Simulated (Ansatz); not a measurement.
# Si on Al(111): change of the work function, part 4 of 4

Aim: the work function of Al(111) at several coverages of Si (fcc site), and the dipole that each adsorbate carries.

Ansatz 0.2.0; plane-wave DFT, PBE, Ansatz PAW.

So far, work function, upper face (eV): step 2 (the clean slab) 4.02; step 3 (37 atoms, coverage 0.111 ML, cell 3x3) 4.47; step 4 (17 atoms, coverage 0.25 ML, cell 2x2) 4.74.

## Step 5: Adsorbate added, k-mesh 6×6×1, coverage 0.5 ML

System of this step: Si/Al(111). The cell holds 18 atoms: 16 Al and 2 Si. Cell: a = 5.728 Å, b = 5.728 Å, c = 26.683 Å, α = 90.0°, β = 90.0°, γ = 60.0°. Vacuum lies along c.

Another coverage, to see how the dipoles act on each other as their distance changes.

The input, input.yaml:

```yaml
crystal:
  lattice:
    - [5.7275649276, 0.0, 0.0]
    - [2.8637824638, 4.9602167292, 0.0]
    - [0.0, 0.0, 26.6827479084]
  atoms:
    - { symbol: Al, position: [0.0, 0.0, 0.3372965944] }
    - { symbol: Al, position: [0.1666666667, 0.1666666667, 0.4249288203] }
    - { symbol: Al, position: [0.3333333333, 0.3333333333, 0.5105905788] }
    - { symbol: Al, position: [0.0, 0.0, 0.5980460589] }
    - { symbol: Al, position: [0.0, 0.5, 0.3372965944] }
    - { symbol: Al, position: [0.1666666667, 0.6666666667, 0.4249288203] }
    - { symbol: Al, position: [0.3333333333, 0.8333333333, 0.5105905788] }
    - { symbol: Al, position: [0.0, 0.5, 0.5980460589] }
    - { symbol: Al, position: [0.5, 0.0, 0.3372965944] }
    - { symbol: Al, position: [0.6666666667, 0.1666666667, 0.4249288203] }
    - { symbol: Al, position: [0.8333333333, 0.3333333333, 0.5105905788] }
    - { symbol: Al, position: [0.5, 0.0, 0.5980460589] }
    - { symbol: Al, position: [0.5, 0.5, 0.3372965944] }
    - { symbol: Al, position: [0.6666666667, 0.6666666667, 0.4249288203] }
    - { symbol: Al, position: [0.8333333333, 0.8333333333, 0.5105905788] }
    - { symbol: Al, position: [0.5, 0.5, 0.5980460589] }
    - { symbol: Si, position: [0.1666666667, 0.1666666667, 0.6627034056] }
    - { symbol: Si, position: [0.6666666667, 0.1666666667, 0.6627034056] }
kpoints:
  mp_grid: { grid: [6, 6, 1] }
hamiltonian:
  xc: pbe
scf:
  occupations: { method: fermi_dirac, width: 0.1 }
  convergence: { dr2_threshold: 1.0e-08 }
efield:
  axis: 3
  dipole_correction: true
  ramp_position: 0.97
  ramp_width: 0.06
relax:
  f_tol: 0.02
  max_steps: 60
  constraints: [{ sites: [0, 1, 4, 5, 8, 9, 12, 13] }]
output:
  dos: { projected: true, e_range: [-8, 4] }
  write_potential: true
  write_density: true
  volumetric_format: npy
  elf: true
```

Command:

```sh
ansatz run input.yaml --threads 2 --pin off --max-ram 4096MiB --backend cpu --events-out ev --progress --plain --runs-dir out
```

Numbers of over 12 decimals in the logs are rounded to 6 here.

Output:

```text
[...]
Crystal: 18 atoms, lattice volume = 758.056 Å³
Basis set: ecut = 420 eV, 14921 PW (Γ), exchange–correlation on 80×80×360 points (8 copies of the dense FFT grid, shifted against one another)
Bands: 46, of which v1, the nominal top of the filled ones, is band 28 counted from 1 (27 counted from 0)
Symmetry: 4 space group operations
[...]
- { symbol: Al, position: [0.5, 0.5, 0.3372965944] }
    - { symbol: Al, position: [0.666667, 0.6666666667, 0.424929] }
    - { symbol: Al, position: [0.834157, 0.831685, 0.510003] }
    - { symbol: Al, position: [0.493788, 0.512424, 0.599192] }
    - { symbol: Si, position: [0.158265, 0.183471, 0.670103] }
    - { symbol: Si, position: [0.658265, 0.183471, 0.670103] }
[key lines of the parts left out:]
SCF converged after 6 iterations
Free energy (F): -9867.723658 eV
Fermi energy:    0.458406 eV
Dipole field:    D = -0.027385 V/Å  (p = -0.114725 e·Å, saw-weighted, corrected)
Work function:   Φ+ = 4.7916 eV   Φ− = 4.0609 eV
```

Elapsed: 99 s, on 2 threads of Arm Neoverse V1, shared host; peak memory 1 GiB.

Step by step:

```
step  energy less that of the first step (eV)  largest force component (eV/Å)
   1                                   0.0000                          1.9160
   2                                  -0.3857                          0.7105
   3                                  -0.4665                          0.1237
   4                                  -0.4692                          0.0472
   5                                  -0.4706                          0.0149
```

The run keeps the 4 symmetry operations that it works with, so distortions that break them were not tested.

The atoms that moved most (Å):

```
atom     dx      dy      dz  length
Si18  0.000   0.083   0.197   0.214
Si17  0.000   0.083   0.197   0.214
 Al8  0.000   0.062   0.031   0.069
Al16  0.000   0.062   0.031   0.069
Al12  0.000  -0.060  -0.011   0.061
 Al4  0.000  -0.060  -0.011   0.061
 Al3  0.000  -0.008   0.052   0.052
Al11  0.000  -0.008   0.052   0.052
```

Final coordinates:

```
Al Si
1.0
     5.72756    0.00000    0.00000
     2.86378    4.96022    0.00000
     0.00000    0.00000   26.68275
Al Si
16 2
Direct
  0.00000 0.00000 0.33730
  0.16667 0.16667 0.42493
  0.33418 0.33165 0.51253
  0.00606 0.98788 0.59765
  0.00000 0.50000 0.33730
  0.16667 0.66667 0.42493
  0.33416 0.83169 0.51000
  0.99379 0.51242 0.59919
  0.50000 0.00000 0.33730
  0.66667 0.16667 0.42493
  0.83418 0.33165 0.51253
  0.50606 0.98788 0.59765
  0.50000 0.50000 0.33730
  0.66667 0.66667 0.42493
  0.83416 0.83169 0.51000
  0.49379 0.51242 0.59919
  0.15826 0.18347 0.67010
  0.65826 0.18347 0.67010
```

The density of states has structure finer than the step of the table below, so its rows give means over 0.25 eV, whole bins alone (the curve runs from -8 to 1.98 eV). Peaks (eV: height): -2.950: 10.7, -2.470: 13.3, -0.480: 12.0, 0.210: 10.6, 0.870: 11.1, 1.050: 11.6, 1.140: 16.4.

Table of density of states by energy, zero at the Fermi level; means over each step:

```
energy (eV)  density of states (states/eV a cell)
      -7.75                                  4.76
      -7.50                                  3.59
      -7.25                                  4.70
      -7.00                                  4.61
      -6.75                                  4.91
      -6.50                                  4.02
      -6.25                                  5.33
      -6.00                                  4.74
      -5.75                                  4.02
      -5.50                                  3.93
      -5.25                                  5.01
      -5.00                                  5.32
      -4.75                                  6.81
      -4.50                                  6.47
      -4.25                                  4.99
      -4.00                                  5.28
      -3.75                                  7.95
      -3.50                                  4.32
      -3.25                                  5.02
      -3.00                                  8.07
      -2.75                                  6.83
      -2.50                                  9.12
      -2.25                                  7.34
      -2.00                                  7.79
      -1.75                                  5.97
      -1.50                                  6.58
      -1.25                                  7.95
      -1.00                                  8.03
      -0.75                                  7.22
      -0.50                                  10.2
      -0.25                                  7.74
       0.00                                  6.79
       0.25                                  8.69
       0.50                                  7.70
       0.75                                  7.19
       1.00                                  9.23
       1.25                                  9.21
       1.50                                  7.89
       1.75                                  7.04
```

The relaxation took 5 steps and lowered the energy by 0.47 eV; the largest force on the free atoms ends at 0.015 eV/Å.

The covered face has 4.79 eV, +0.77 eV against the clean one; the bare back face has moved by +0.04 eV, a measure of how thin the slab is.

## Step 6: Adsorbate added, k-mesh 12×12×1, coverage 1 ML

System of this step: Si/Al(111). The cell holds 5 atoms: 4 Al and 1 Si. Cell: a = 2.864 Å, b = 2.864 Å, c = 26.683 Å, α = 90.0°, β = 90.0°, γ = 60.0°. Vacuum lies along c.

Another coverage, to see how the dipoles act on each other as their distance changes.

input.yaml, the sections that differ from step 5:

```yaml
crystal:
  lattice:
    - [2.8637824638, 0.0, 0.0]
    - [1.4318912319, 2.4801083646, 0.0]
    - [0.0, 0.0, 26.6827479084]
  atoms:
    - { symbol: Al, position: [0.0, 0.0, 0.3372965944] }
    - { symbol: Al, position: [0.3333333333, 0.3333333333, 0.4249288203] }
    - { symbol: Al, position: [0.6666666667, 0.6666666667, 0.5105905788] }
    - { symbol: Al, position: [0.0, 0.0, 0.5980460589] }
    - { symbol: Si, position: [0.3333333333, 0.3333333333, 0.6627034056] }
kpoints:
  mp_grid: { grid: [12, 12, 1] }
relax:
  f_tol: 0.02
  max_steps: 60
  constraints: [{ sites: [0, 1] }]
output:
  write_potential: true
  write_density: true
  volumetric_format: npy
# hamiltonian, scf, efield: as in step 5
```

Output:

```text
[...]
Crystal: 5 atoms, lattice volume = 189.514 Å³
Basis set: ecut = 420 eV, 3713 PW (Γ), exchange–correlation on 40×40×360 points (8 copies of the dense FFT grid, shifted against one another)
Bands: 13, of which v1, the nominal top of the filled ones, is band 8 counted from 1 (7 counted from 0)
Symmetry: 6 space group operations
[...]
--- Relaxed structure (5 steps of the walk, 5 accepted, 0 SCFs on fresh bases) ---
  F+E_penalty+E_count = -2784.68707635 eV   max|allowed force component| = 8.127e-3 eV/Å
  atoms:
[...]
- { symbol: Al, position: [0.333333, 0.333333, 0.4249288203] }
    - { symbol: Al, position: [0.666667, 0.666667, 0.512465] }
[...]
- { symbol: Si, position: [0.333333, 0.333333, 0.682506] }
[key lines of the parts left out:]
SCF converged after 7 iterations
Free energy (F): -2784.687076 eV
Fermi energy:    1.111157 eV
Dipole field:    D = -0.017303 V/Å  (p = -0.018122 e·Å, saw-weighted, corrected)
Work function:   Φ+ = 4.5996 eV   Φ− = 4.1379 eV
```

Wall time 11 s (2 threads); peak memory 0.38 GiB.

The steps of the relaxation:

```
step  energy less that of the first step (eV)  largest force component (eV/Å)
   1                                   0.0000                          2.6698
   2                                  -0.3268                          1.3602
   3                                  -0.4847                          0.2674
   4                                  -0.4981                          0.0843
   5                                  -0.4994                          0.0081
```

The run keeps the 6 symmetry operations that it works with, so distortions that break them were not tested.

The atoms that moved most (Å):

```
atom     dx     dy     dz  length
 Si5  0.000  0.000  0.528   0.528
 Al4  0.000  0.000  0.061   0.061
 Al3  0.000  0.000  0.050   0.050
```

Final coordinates:

```xyz
5
Lattice="2.8638 0.0000 0.0000 1.4319 2.4801 0.0000 0.0000 0.0000 26.6827" Properties=species:S:1:pos:R:3
Al    0.0000    0.0000    9.0000
Al    1.4319    0.8267   11.3383
Al    2.8638    1.6534   13.6740
Al    0.0000    0.0000   16.0181
Si    1.4319    0.8267   18.2111
```

The relaxation took 5 steps and lowered the energy by 0.50 eV; the largest force on the free atoms ends at 0.0081 eV/Å.

The covered face has 4.60 eV, +0.58 eV against the clean one; the bare back face has moved by +0.12 eV, a measure of how thin the slab is.

## Step 7: Work function against coverage

This step: plane-wave DFT, PBE, Ansatz PAW; work function against coverage (Ansatz 0.2.0).

The runs are now put side by side.

Numbers from this step:

* work function of the clean face: 4.021 eV
* largest change of the work function: 0.7711 eV

Work function of the covered face against coverage:

```
coverage (adsorbates/nm²)  work function of the covered face (eV)
                     0.00                                    4.02
                     1.56                                    4.47
                     3.52                                    4.74
                     7.04                                    4.79
                    14.08                                    4.60
```

The dipole per adsorbate comes from the change of the cell's dipole. Coverage, by row:

```
coverage (1/nm²)  coverage (ML)  work function (eV)  change (eV)  dipole per adsorbate, positive end outwards (debye)  mean height of the added atoms over the highest substrate atom (Å)
           1.564         0.1111               4.466       0.4451                                               -0.781                                                               1.728
            3.52           0.25               4.744       0.7235                                               -0.634                                                               1.766
            7.04            0.5               4.792       0.7711                                               -0.275                                                               1.892
           14.08              1                 4.6       0.5791                                               -0.087                                                               2.193
```

## Step 8: What came out

| Item | Value |
| --- | --- |
| work function of the clean face | 4.02 eV |
| work function at 0.11 ML | 4.47 eV |
| work function at 0.25 ML | 4.74 eV |
| work function at 0.5 ML | 4.79 eV |
| work function at 1 ML | 4.60 eV |
| dipole per adsorbate at 0.11 ML, positive end outwards | -0.78 D |

In words: Si raises the work function of Al(111) at the lowest coverage, by 0.45 eV: the adsorbate layer has its negative end outwards. The dipole per adsorbate falls from 0.78 to 0.09 D as the layer fills. Neighbouring dipoles depolarise each other, and heights and bonding change with coverage too. The slab has 4 layers, at the tabulated experimental lattice constant, one starting site was run, and quantum-size effects of a slab this thin can reach one or two tenths of an eV.

[Logs are printed without paths, hosts, clocks, repeated set-up lines and the standing remarks that a program may print on its own settings, such as how far it seeks lower states.]

[Hosts, paths, dates, database ids (printed as entryN), source tags and the programs' standing remarks are cut or masked in the printed files.]

[Maps of the electrostatic potential energy from Ansatz leave out the sawtooth potential of an applied field or a dipole correction, so their vacuum need not be flat; planar profiles and work functions include it.]

[The density of states shown here was stored with 400 of the rows of the run's finer table, so its peaks can read low, often by over a quarter, or be missed, and its means over a window can be off by a tenth or more.]
